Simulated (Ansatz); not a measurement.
Theory: Ansatz 0.2.0, DFT PBE, scalar-relativistic, plane waves, PAW. All cells share a 420 eV cutoff and Γ-centred k meshes spaced at most about 0.3 Å⁻¹ (2π included). No spin polarisation in the final relaxations.

These are static total energies at zero pressure.

Two relaxed structures of LiCl:

A.

Space group P6_3mc (No. 186). a = 3.929 Å, b = 3.929 Å, c = 6.284 Å, α = 90.00°, β = 90.00°, γ = 120.00°
```tsv
atom	site	symmetry	x	y	z
Li	2b	3m.	0.3333	0.6667	0.8156
Cl	2b	3m.	0.6667	0.3333	0.9345
```

B.

Space group I-4c2 (No. 120). a = 9.197 Å, b = 9.197 Å, c = 6.289 Å, α = 90.00°, β = 90.00°, γ = 90.00°
```json
{"atom": "Li", "site": "4b", "symmetry": "-4..", "x": "0.0000", "y": "0.0000", "z": "0.5000"}
{"atom": "Li", "site": "8h", "symmetry": "..2", "x": "0.8660", "y": "0.6340", "z": "0.5000"}
{"atom": "Cl", "site": "4c", "symmetry": "-4..", "x": "0.0000", "y": "0.5000", "z": "0.7500"}
{"atom": "Cl", "site": "8e", "symmetry": "..2", "x": "0.3604", "y": "0.3604", "z": "0.7500"}
```

Question: Which form is favoured at zero pressure, and by what margin per atom?

Answer: A is lower, by 119 meV/atom. A has the wurtzite type, space group P6_3mc (No. 186), 21.0 Å³/atom and a gap of 5.93 eV on its mesh; B has space group I-4c2 (No. 120), 22.2 Å³/atom and a gap of 4.30 eV. Counting Cl atoms around Li (those within 1.25 times the shortest such distance or 1.15 times the sum of covalent radii; a plus sign parts nearer from farther groups; a slash parts the counts of unlike sites), A has Li 4 and B has Li 2+2/4. The denser one is the lower, and pressure would at first widen the difference. Both come from invented guesses. The part of the Crystallography Open Database at hand lists LiCl in space group No. 225, which no cell shown has.

Kohn–Sham gaps at this level usually fall short of measured ones. Cells relaxed within their symmetry can be saddle points. The P6_3mc cell of LiCl came from shaking the I-4c2 one.
